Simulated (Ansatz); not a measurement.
From the elastic tensor of TaN at 7 GPa (stress–strain coefficients) to moduli and sound speeds

Method: Ansatz 0.2.0, DFT PBE, scalar-relativistic, plane waves, PAW. Cutoff 420 eV, 16×16×16 k-points (Γ-centred), Fermi-Dirac smearing of 0.15 eV. No spin polarisation.

It takes space group Fm-3m (No. 225, cubic). The conventional cell has a = 4.388 Å, b = 4.388 Å, c = 4.388 Å, α = 90.00°, β = 90.00°, γ = 90.00°. Ta (site symmetry m-3m) is surrounded by 6 N at 2.19 Å. Around N (site symmetry m-3m) lie 6 Ta at 2.19 Å.

In a metal, frequencies and elastic constants depend on the k mesh and the smearing, soft modes and shear constants most. Spin–orbit coupling is left out, which can shift energies with elements as heavy as these. Other phases may be more stable at this pressure.

Relaxed-ion constants (GPa, on the Cartesian axes of the calculation):
```
769.5 153.4 153.4   0.0   0.0   0.0
153.4 769.5 153.4   0.0   0.0   0.0
153.4 153.4 769.5   0.0   0.0   0.0
  0.0   0.0   0.0  56.0   0.0   0.0
  0.0   0.0   0.0   0.0  56.0   0.0
  0.0   0.0   0.0   0.0   0.0  56.0
```

Density 15.321 g/cm³; 2 atoms in 21.13 Å³.

The values that follow are for a polycrystal of randomly turned grains, by Hill's mean where one number stands. In a crystal this anisotropic the Voigt and Reuss bounds lie far apart, so Hill's mean and the sound speeds and Debye temperature from it are rough.

With S = C⁻¹: B_V = (C11+C22+C33+2(C12+C13+C23))/9, G_V = (C11+C22+C33−C12−C13−C23+3(C44+C55+C66))/15, 1/B_R = S11+S22+S33+2(S12+S13+S23), 15/G_R = 4(S11+S22+S33−S12−S13−S23)+3(S44+S55+S66); Hill is their mean. Then v_l = √((B+4G/3)/ρ), v_t = √(G/ρ), v_m = [(2/v_t³+1/v_l³)/3]^(−1/3) and Θ = (ħ/k_B)·v_m·(6π²n/V)^(1/3) for n atoms in the volume V; E = 9BG/(3B+G), ν = (3B−2G)/(2(3B+G)) and A^U = 5G_V/G_R + B_V/B_R − 6.

```
Bulk modulus, Voigt / Reuss / Hill          : 358.8 / 358.8 / 358.8 GPa
Shear modulus, Voigt / Reuss / Hill         : 156.8 / 83.2 / 120.0 GPa
Young's modulus                             : 324 GPa
Poisson ratio                               : 0.350
Pugh ratio B/G                              : 2.99
Universal anisotropy index                  : 4.42
Longitudinal and transverse sound speeds    : 5819 and 2798 m/s
Debye temperature from the mean sound speed : 427 K
```

This rock-salt form isn't the usual stable structure of the compound at low pressure.

Cost: 1 run of about 1.2 core-minutes, on AMD EPYC 7R43 (Zen 3) (shared hosts).